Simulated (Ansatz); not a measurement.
AlRu:

```xyz
2
Lattice="2.9916 0.0000 0.0000 0.0000 2.9916 0.0000 0.0000 0.0000 2.9916" Properties=species:S:1:pos:R:3 pbc="T T T"
Ru    1.4958    1.4958    1.4958
Al    0.0000    0.0000    0.0000
```

Base run:

* Program: Ansatz 0.2.0
* Functional: LDA
* Potentials or basis: Ansatz PAW
* Cutoff: 420 eV (not typed: the program's choice for these potentials)
* k mesh: 9 × 9 × 9
* Occupations: fermi-dirac, width 0.05 eV
* Spin: no spin polarisation
* Hubbard terms: Ru d U = 4 eV

Its results: band gap on the k mesh none (metal or under the smearing width); pressure -10.7 GPa.

The run is repeated on the same cell with these changes: functional from LDA to PBE; hubbard terms from Ru d U = 4 eV to none; hubbard projectors from ortho-atomic (the default) to none. What comes out?

Band gap on the k mesh none (metal or under the smearing width); pressure 2.5 GPa.

Several settings changed at once, so the effect can't be laid on one alone.

Caveats: U without spin polarisation on a metal has little footing (some runs); the PAW data sets come from PBE, with cores solved anew for the run's functional, which leaves a small shift of forces and pressure (some runs); the U is typed as a test and isn't derived for this compound (some runs).
